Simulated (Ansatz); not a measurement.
# Germanium, simple cubic under RPBE: structure, energy and stiffness, part 2 of 2

Aim: take germanium in the simple cubic structure, relax it, solve it on a dense k-mesh, then scale the cell to 7 volumes from 88 to 112 % of the relaxed one and try a fit of the equation of state. Spin polarisation is left out. The k-meshes are 11×11×11 for the relaxation; 19×19×19 for the dense run; 13×13×13 for the volumes.

Ansatz 0.2.0; DFT, RPBE, plane waves (420 eV) with PAW, scalar-relativistic. Earlier steps stand in the parts before.

### Step 5. The cell scaled to 92 % of its volume

This is Ge in the simple cubic structure; at room conditions it is diamond.

Contents of input.yaml:

```yaml
crystal:
  lattice:
    - [2.6615416611, 0.0, 0.0]
    - [0.0, 2.6615416611, 0.0]
    - [0.0, 0.0, 2.6615416611]
  atoms:
    - { symbol: Ge, position: [0.0, 0.0, 0.0] }
hamiltonian:
  xc: rpbe
  pseudopotentials:
    kind: paw
    azcp:
      Ge: "pseudopotentials/Ge.paw.azcp"
basis:
  ecutwfc: 420
  fft_grid_basis: typed
kpoints:
  mp_grid: { grid: [13, 13, 13], shift: [0, 0, 0] }
magnetization:
  spin_polarized: false
scf:
  occupations: { method: fermi_dirac, width: 0.1 }
  lower_state_search: "off"
output:
  stress: true
```

The program printed (excerpt; [...] marks lines left out):

```text
Warning: RAYON_NUM_THREADS=2 ignored (pool sized by the plan → 2); use --threads N
[...]
Pseudopotentials: kind: paw
Pseudopotential: Ge, paw, valence charge 14, recommended cutoff 420 eV (normal), <dir>
Functional definition: RPBE
[...]
Crystal: 1 atoms, lattice volume = 18.854 Å³
Basis set: ecut = 420 eV, 365 PW (Γ)
Bands: 11, of which v1, the nominal top of the filled ones, is band 7 counted from 1 (6 counted from 0)
Symmetry: 48 space group operations
Space group: Pm-3m (ITA 221), of the structure as read, at distance tolerance 2.7e-5 Å
k-points: 84 of 2197
[...]
SCF iter   1: F=—  HF=-4300.424040 eV  |F-HF|=—  |Δ(HF+E_count)|=         —  Δρ=2.08e-3  dr2=4.06e-4  ethr=1.77e-3  ⟨swp⟩=5.0  Hψ=5337  notcnv=0
[...]
SCF iter   6: F=-4300.423638 eV  HF=-4300.423638 eV  |F-HF|=4.73e-11  |Δ(HF+E_count)|=   2.89e-9  Δρ=4.50e-7  dr2=1.86e-11  ethr=2.88e-11  ⟨swp⟩=1.0  Hψ=2763  notcnv=0
[...]
SCF converged after 6 iterations
Free energy (F): -4300.423638 eV
[...]
E sigma→0 (E₀):  -4300.416631 eV
Entropy (-TS):   -0.014013 eV (-14.013 meV/atom)
Fermi energy:    10.998874 eV
[...]
--- Stress (GPa, compression-positive) ---
        6.216288       0.000000       0.000000
        0.000000       6.216288      -0.000000
        0.000000      -0.000000       6.216288
  P = ⅓ Tr σ = 6.2163 GPa (62.163 kbar)
```

Run time: 0.71 s. Hardware: 2 threads of Arm Neoverse V1, shared host; peak memory 0.26 GiB.

### Step 6. The cell scaled to 96 % of its volume

Changes to input.yaml since step 5:

```diff
@@ -2,5 +2,5 @@
   lattice:
-    - [2.6615416611, 0.0, 0.0]
-    - [0.0, 2.6615416611, 0.0]
-    - [0.0, 0.0, 2.6615416611]
+    - [2.6995688225, 0.0, 0.0]
+    - [0.0, 2.6995688225, 0.0]
+    - [0.0, 0.0, 2.6995688225]
   atoms:
```

The program printed (excerpt; [...] marks lines left out):

```text
Warning: RAYON_NUM_THREADS=2 ignored (pool sized by the plan → 2); use --threads N
[...]
Pseudopotentials: kind: paw
Pseudopotential: Ge, paw, valence charge 14, recommended cutoff 420 eV (normal), <dir>
Functional definition: RPBE
[...]
Crystal: 1 atoms, lattice volume = 19.674 Å³
Basis set: ecut = 420 eV, 389 PW (Γ)
Bands: 11, of which v1, the nominal top of the filled ones, is band 7 counted from 1 (6 counted from 0)
Symmetry: 48 space group operations
Space group: Pm-3m (ITA 221), of the structure as read, at distance tolerance 2.7e-5 Å
k-points: 84 of 2197
[...]
SCF iter   1: F=—  HF=-4300.446492 eV  |F-HF|=—  |Δ(HF+E_count)|=         —  Δρ=2.15e-3  dr2=4.17e-4  ethr=1.77e-3  ⟨swp⟩=5.1  Hψ=5303  notcnv=0
[...]
SCF iter   6: F=-4300.446067 eV  HF=-4300.446067 eV  |F-HF|=1.66e-10  |Δ(HF+E_count)|=   7.17e-9  Δρ=9.57e-7  dr2=7.88e-11  ethr=4.72e-11  ⟨swp⟩=1.1  Hψ=2773  notcnv=0
[...]
SCF converged after 6 iterations
Free energy (F): -4300.446067 eV
[...]
E sigma→0 (E₀):  -4300.438864 eV
Entropy (-TS):   -0.014406 eV (-14.406 meV/atom)
Fermi energy:    10.358798 eV
[...]
--- Stress (GPa, compression-positive) ---
        2.692795       0.000000       0.000000
       -0.000000       2.692795      -0.000000
        0.000000       0.000000       2.692795
  P = ⅓ Tr σ = 2.6928 GPa (26.928 kbar)
```

Run time: 0.72 s. Hardware: 2 threads of Arm Neoverse V1, shared host; peak memory 0.27 GiB.

### Step 7. The cell scaled to 100 % of its volume

Changes to input.yaml since step 6:

```diff
@@ -2,5 +2,5 @@
   lattice:
-    - [2.6995688225, 0.0, 0.0]
-    - [0.0, 2.6995688225, 0.0]
-    - [0.0, 0.0, 2.6995688225]
+    - [2.7365538132, 0.0, 0.0]
+    - [0.0, 2.7365538132, 0.0]
+    - [0.0, 0.0, 2.7365538132]
   atoms:
```

The program printed (excerpt; [...] marks lines left out):

```text
Warning: RAYON_NUM_THREADS=2 ignored (pool sized by the plan → 2); use --threads N
[...]
Pseudopotentials: kind: paw
Pseudopotential: Ge, paw, valence charge 14, recommended cutoff 420 eV (normal), <dir>
Functional definition: RPBE
[...]
Crystal: 1 atoms, lattice volume = 20.493 Å³
Basis set: ecut = 420 eV, 389 PW (Γ)
Bands: 11, of which v1, the nominal top of the filled ones, is band 7 counted from 1 (6 counted from 0)
Symmetry: 48 space group operations
Space group: Pm-3m (ITA 221), of the structure as read, at distance tolerance 2.7e-5 Å
k-points: 84 of 2197
[...]
SCF iter   1: F=—  HF=-4300.452851 eV  |F-HF|=—  |Δ(HF+E_count)|=         —  Δρ=2.19e-3  dr2=4.15e-4  ethr=1.77e-3  ⟨swp⟩=5.1  Hψ=5277  notcnv=0
[...]
SCF iter   6: F=-4300.452411 eV  HF=-4300.452411 eV  |F-HF|=7.13e-10  |Δ(HF+E_count)|=   1.02e-8  Δρ=1.45e-6  dr2=2.04e-10  ethr=5.86e-11  ⟨swp⟩=1.2  Hψ=2777  notcnv=0
[...]
SCF converged after 6 iterations
Free energy (F): -4300.452411 eV
[...]
E sigma→0 (E₀):  -4300.445018 eV
Entropy (-TS):   -0.014786 eV (-14.786 meV/atom)
Fermi energy:    9.770118 eV
[...]
--- Stress (GPa, compression-positive) ---
       -0.104059       0.000000       0.000000
        0.000000      -0.104059       0.000000
        0.000000       0.000000      -0.104059
  P = ⅓ Tr σ = -0.1041 GPa (-1.041 kbar)
```

Run time: 0.74 s. Hardware: 2 threads of Arm Neoverse V1, shared host; peak memory 0.27 GiB.

### Step 8. The cell scaled to 104 % of its volume

Changes to input.yaml since step 7:

```diff
@@ -2,5 +2,5 @@
   lattice:
-    - [2.7365538132, 0.0, 0.0]
-    - [0.0, 2.7365538132, 0.0]
-    - [0.0, 0.0, 2.7365538132]
+    - [2.7725652299, 0.0, 0.0]
+    - [0.0, 2.7725652299, 0.0]
+    - [0.0, 0.0, 2.7725652299]
   atoms:
```

The program printed (excerpt; [...] marks lines left out):

```text
Warning: RAYON_NUM_THREADS=2 ignored (pool sized by the plan → 2); use --threads N
[...]
Pseudopotentials: kind: paw
Pseudopotential: Ge, paw, valence charge 14, recommended cutoff 420 eV (normal), <dir>
Functional definition: RPBE
[...]
Crystal: 1 atoms, lattice volume = 21.313 Å³
Basis set: ecut = 420 eV, 437 PW (Γ)
Bands: 11, of which v1, the nominal top of the filled ones, is band 7 counted from 1 (6 counted from 0)
Symmetry: 48 space group operations
Space group: Pm-3m (ITA 221), of the structure as read, at distance tolerance 2.8e-5 Å
k-points: 84 of 2197
[...]
SCF iter   1: F=—  HF=-4300.446423 eV  |F-HF|=—  |Δ(HF+E_count)|=         —  Δρ=2.22e-3  dr2=4.08e-4  ethr=1.77e-3  ⟨swp⟩=5.2  Hψ=5300  notcnv=0
[...]
SCF iter   6: F=-4300.445975 eV  HF=-4300.445975 eV  |F-HF|=7.09e-11  |Δ(HF+E_count)|=   2.80e-8  Δρ=2.65e-6  dr2=1.03e-9  ethr=7.14e-10  ⟨swp⟩=3.9  Hψ=2568  notcnv=0
[...]
SCF converged after 6 iterations
Free energy (F): -4300.445975 eV
[...]
E sigma→0 (E₀):  -4300.438381 eV
Entropy (-TS):   -0.015187 eV (-15.187 meV/atom)
Fermi energy:    9.226868 eV
[...]
--- Stress (GPa, compression-positive) ---
       -2.327460      -0.000000       0.000000
       -0.000000      -2.327460       0.000000
        0.000000       0.000000      -2.327460
  P = ⅓ Tr σ = -2.3275 GPa (-23.275 kbar)
```

It took 0.7 s on 2 threads of Arm Neoverse V1, shared host; peak memory 0.27 GiB.

### Step 9. The cell scaled to 108 % of its volume

Changes to input.yaml since step 8:

```diff
@@ -2,5 +2,5 @@
   lattice:
-    - [2.7725652299, 0.0, 0.0]
-    - [0.0, 2.7725652299, 0.0]
-    - [0.0, 0.0, 2.7725652299]
+    - [2.8076647184, 0.0, 0.0]
+    - [0.0, 2.8076647184, 0.0]
+    - [0.0, 0.0, 2.8076647184]
   atoms:
```

The program printed (excerpt; [...] marks lines left out):

```text
Warning: RAYON_NUM_THREADS=2 ignored (pool sized by the plan → 2); use --threads N
[...]
Pseudopotentials: kind: paw
Pseudopotential: Ge, paw, valence charge 14, recommended cutoff 420 eV (normal), <dir>
Functional definition: RPBE
[...]
Crystal: 1 atoms, lattice volume = 22.133 Å³
Basis set: ecut = 420 eV, 461 PW (Γ)
Bands: 11, of which v1, the nominal top of the filled ones, is band 7 counted from 1 (6 counted from 0)
Symmetry: 48 space group operations
Space group: Pm-3m (ITA 221), of the structure as read, at distance tolerance 2.8e-5 Å
k-points: 84 of 2197
[...]
SCF iter   1: F=—  HF=-4300.429792 eV  |F-HF|=—  |Δ(HF+E_count)|=         —  Δρ=2.27e-3  dr2=4.11e-4  ethr=1.77e-3  ⟨swp⟩=5.2  Hψ=5289  notcnv=0
[...]
SCF iter   6: F=-4300.429363 eV  HF=-4300.429363 eV  |F-HF|=4.18e-11  |Δ(HF+E_count)|=   2.34e-8  Δρ=1.60e-6  dr2=4.23e-10  ethr=3.35e-10  ⟨swp⟩=2.0  Hψ=2951  notcnv=0
[...]
SCF converged after 6 iterations
Free energy (F): -4300.429363 eV
[...]
E sigma→0 (E₀):  -4300.421544 eV
Entropy (-TS):   -0.015639 eV (-15.639 meV/atom)
Fermi energy:    8.724029 eV
[...]
--- Stress (GPa, compression-positive) ---
       -4.096055       0.000000       0.000000
        0.000000      -4.096055      -0.000000
        0.000000      -0.000000      -4.096055
  P = ⅓ Tr σ = -4.0961 GPa (-40.961 kbar)
```

Run time: 0.73 s. Hardware: 2 threads of Arm Neoverse V1, shared host; peak memory 0.27 GiB.

### Step 10. The cell scaled to 112 % of its volume

Changes to input.yaml since step 9:

```diff
@@ -2,5 +2,5 @@
   lattice:
-    - [2.8076647184, 0.0, 0.0]
-    - [0.0, 2.8076647184, 0.0]
-    - [0.0, 0.0, 2.8076647184]
+    - [2.8419079069, 0.0, 0.0]
+    - [0.0, 2.8419079069, 0.0]
+    - [0.0, 0.0, 2.8419079069]
   atoms:
@@ -25 +25,5 @@
   stress: true
+  write_density: true
+  write_potential: true
+  elf: true
+  volumetric_format: npy
```

The program printed (excerpt; [...] marks lines left out):

```text
Warning: RAYON_NUM_THREADS=2 ignored (pool sized by the plan → 2); use --threads N
[...]
Pseudopotentials: kind: paw
Pseudopotential: Ge, paw, valence charge 14, recommended cutoff 420 eV (normal), <dir>
Functional definition: RPBE
[...]
Crystal: 1 atoms, lattice volume = 22.953 Å³
Basis set: ecut = 420 eV, 461 PW (Γ)
Bands: 11, of which v1, the nominal top of the filled ones, is band 7 counted from 1 (6 counted from 0)
Symmetry: 48 space group operations
Space group: Pm-3m (ITA 221), of the structure as read, at distance tolerance 2.8e-5 Å
k-points: 84 of 2197
[...]
SCF iter   1: F=—  HF=-4300.405053 eV  |F-HF|=—  |Δ(HF+E_count)|=         —  Δρ=2.27e-3  dr2=4.07e-4  ethr=1.77e-3  ⟨swp⟩=5.2  Hψ=5302  notcnv=0
[...]
SCF iter   6: F=-4300.404668 eV  HF=-4300.404668 eV  |F-HF|=4.82e-11  |Δ(HF+E_count)|=   2.42e-8  Δρ=1.43e-6  dr2=2.06e-10  ethr=1.82e-10  ⟨swp⟩=4.7  Hψ=4569  notcnv=0
[...]
SCF converged after 6 iterations
Free energy (F): -4300.404668 eV
[...]
E sigma→0 (E₀):  -4300.396587 eV
Entropy (-TS):   -0.016163 eV (-16.163 meV/atom)
Fermi energy:    8.257389 eV
[...]
--- Stress (GPa, compression-positive) ---
       -5.501290       0.000000       0.000000
       -0.000000      -5.501290      -0.000000
       -0.000000      -0.000000      -5.501290
  P = ⅓ Tr σ = -5.5013 GPa (-55.013 kbar)
--- Band table (eV; the first three rows and the last of 84) ---
  k-point 0: bands = ["-16.3792", "-16.3792", "-16.2214", "-16.2214", "-16.2214", "-3.4605", "14.0777", "14.0777", "14.0777", "17.6393", "17.6393"]
[...]
```

Wall time 0.98 s (2 threads of Arm Neoverse V1, shared host); peak memory 0.28 GiB.

### Step 11. Energy and pressure against volume

All volumes keep the relaxed shape and fractional coordinates.

```tsv
V (Å³/atom)	E − E₀ (meV/atom)	P from the stress (GPa)	P from the fit (GPa)
18.034	70.9	10.67	10.62
18.854	28.4	6.22	6.18
19.674	6.2	2.69	2.66
20.493	0.0	-0.10	-0.14
21.313	6.7	-2.33	-2.37
22.133	23.5	-4.10	-4.14
22.953	48.5	-5.50	-5.56
```

Fit (Birch-Murnaghan, third order): V₀ = 20.447 Å³/atom, B₀ = 63 GPa, B₀′ = 4.7, largest residual 0.01 meV/atom.

### Step 12. What came out

What follows sums up all 2 parts.

| quantity | value |
| --- | --- |
| space group (spins left aside) | Pm-3m (No. 221) |
| conventional cell | a = 2.737 Å |
| volume | 20.493 Å³/atom |
| shortest distance | 2.737 Å |
| gap on the mesh | none (levels filled in part) |
| relative to diamond | +273 meV/atom |
| V₀, B₀, B₀′ | 20.447 Å³/atom, 63 GPa, 4.7 |

In words: From the guessed start the volume shrank by 1.4 % in 4 steps. It lies 273 meV/atom above the element's reference form at the same level (diamond, from a run of its own). No gap shows: it is a metal or semimetal at this level. The fitted modulus is 63 GPa. Relaxation kept the symmetry; phonons were not checked.
